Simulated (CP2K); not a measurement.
Crystal: Nb.

```
Nb
1.0
     2.99106    0.00000    0.00000
     1.49553    2.59034    0.00000
     1.49553    0.86345    2.44219
Nb
1
Direct
  0.00000 0.00000 0.00000
```

This isn't the form of Nb at room conditions, which is bcc.

| Property | Result |
| --- | --- |
| Program | CP2K 2026.2 |
| Task | single point |
| Functional | PBEsol |
| Potentials or basis | POTENTIAL_UZH Nb GTH-PBE-q13; TZVP-MOLOPT-PBE-GTH basis |
| Density cutoff | 6123 eV |
| k mesh | 11 × 11 × 11 |
| Occupations | fermi-dirac, width 0.05 eV |
| Spin | no spin polarisation |

On this cell: pressure -6.1 GPa; band gap on the k mesh none (metal or under the smearing width).

The same run follows on a disturbed copy (cell strained at random at fixed volume):

```xyz
1
Lattice="3.0430 0.0000 0.0000 1.4068 2.5067 0.0000 1.5236 0.8999 2.4806" Properties=species:S:1:pos:R:3 pbc="T T T"
Nb    0.0856   -0.0102   -0.0005
```

Problem. What changes?

Solution. The energy (extrapolated to zero smearing) moves by -23.1 meV/atom; pressure -6.6 GPa; band gap on the k mesh none (metal or under the smearing width).

Stress tensor (GPa, compression positive):
```
-4.73 -3.27  2.99
-3.27 -9.52  1.08
 2.99  1.08 -5.41
```

The energy falls, though the first cell shows no forces: that form is unstable against this distortion, unless noise or another electronic state is at work.

Caveats: the potentials were made for another functional, which shifts forces and pressure; the basis of atomic orbitals isn't converged, which shifts pressures, moduli and gaps.
